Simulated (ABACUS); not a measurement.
## NiO: equation of state with PBE

NiO:

```xyz
2
Lattice="0.0000 2.0859 2.0859 2.0859 0.0000 2.0859 2.0859 2.0859 0.0000" Properties=species:S:1:pos:R:3 pbc="T T T"
Ni    0.0000    0.0000    0.0000
O     2.0859    2.0859    2.0859
```

```yaml
Program: ABACUS 3.10.1
Task: equation of state
Functional: PBE
Potentials_or_basis: PseudoDojo NC SR 0.4.1 PBE standard
Cutoff: 1333 eV
Density_cutoff: 5333 eV
Basis: plane waves
k_mesh: 11 × 11 × 11
Occupations: fermi-dirac, width 0.05 eV
Spin: collinear spin, ferromagnetic start
Starting_moments: "[1.0, 0.0] μB"
```

| Property | Result |
| --- | --- |
| Equilibrium volume | 9.38 Å³/atom |
| Bulk modulus | 176 GPa |
| Pressure derivative of the bulk modulus | 3.0 (rough: it moves with the points fitted) |

Energy against volume, from the lowest point:
| volume (Å³/atom) | energy (meV/atom) |
| --- | --- |
| 8.531 | 47.56 |
| 8.713 | 28.59 |
| 8.894 | 14.61 |
| 9.076 | 5.43 |
| 9.257 | 0.69 |
| 9.439 | 0.00 |
| 9.620 | 2.99 |

All runs of the series together: 4.9 min on 4 threads of Intel(R) Xeon(R) Platinum 8259CL CPU @ 2.50GHz (Skylake/Cascade Lake), with other jobs on the host.

PBE usually gives volumes a little too large and moduli too small. Zero-point motion and thermal expansion aren't in these numbers.
